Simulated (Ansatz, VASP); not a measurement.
One calculation of ZrC, two programs

```xyz
2
Lattice="0.0000 2.3776 2.3776 2.3776 0.0000 2.3776 2.3776 2.3776 0.0000" Properties=species:S:1:pos:R:3 pbc="T T T"
Zr    0.0000    0.0000    0.0000
C     2.3776    2.3776    2.3776
```

Change from the starting cell: volume scaled by 1.03.

Alike in both runs: task single point; functional PBE; k mesh 14 × 14 × 14; occupations fermi-dirac, width 0.05 eV; no spin polarisation.

|  | VASP | Ansatz |
| --- | --- | --- |
| version | VASP 6.6.1 | Ansatz 0.2.0 |
| potentials or method | VASP PAW PBE potentials, release 64 (Zr_sv, C), cutoff 520 eV | all-electron LAPW, scalar-relativistic |

|  | VASP | Ansatz | Ansatz less VASP |
| --- | --- | --- | --- |
| pressure (GPa) | -6.0 | -6.1 | -0.17 |

Ansatz ran all-electron here, so the differences hold the error of VASP's frozen core and of both bases.
